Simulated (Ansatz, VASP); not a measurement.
**One calculation of Be, two programs**

```
Be
1.0
     0.00000    2.37526    2.37526
     2.37526    0.00000    2.37526
     2.37526    2.37526    0.00000
Be
3
Direct
  0.25000 0.25000 0.25000
  0.75000 0.75000 0.75000
  0.50000 0.50000 0.50000
```

Alike in both runs: task relaxation of cell and atoms; functional PBE; k mesh 6 × 6 × 6; occupations gaussian, width 0.1 eV; no spin polarisation.

```csv
,VASP,Ansatz
version,VASP 6.6.1,Ansatz 0.2.0
potentials or method,"VASP PAW PBE potentials, release 64 (Be)","scalar-relativistic, plane waves, PAW"
plane-wave cutoff (eV),600,420
valence electrons in the cell,6,6
```

|  | VASP | Ansatz | Ansatz less VASP |
| --- | --- | --- | --- |
| gap on the k mesh at the Fermi level, each at its own relaxed structure (eV) | none | none | - |
| relaxed volume (Å³/atom) | 9.92 | 9.89 | -0.031 |
| relaxed cell length with the largest relative difference (Å) | 3.479 | 3.475 | -0.0036 |
| energy change over the relaxation (meV/atom) | -31 | -30 | +0.7 |

A gap of «none» marks a metal or a gap that the smearing closes.

Caveats: the k mesh is coarse (spacing up to 0.38 Å⁻¹), so the values aren't converged.
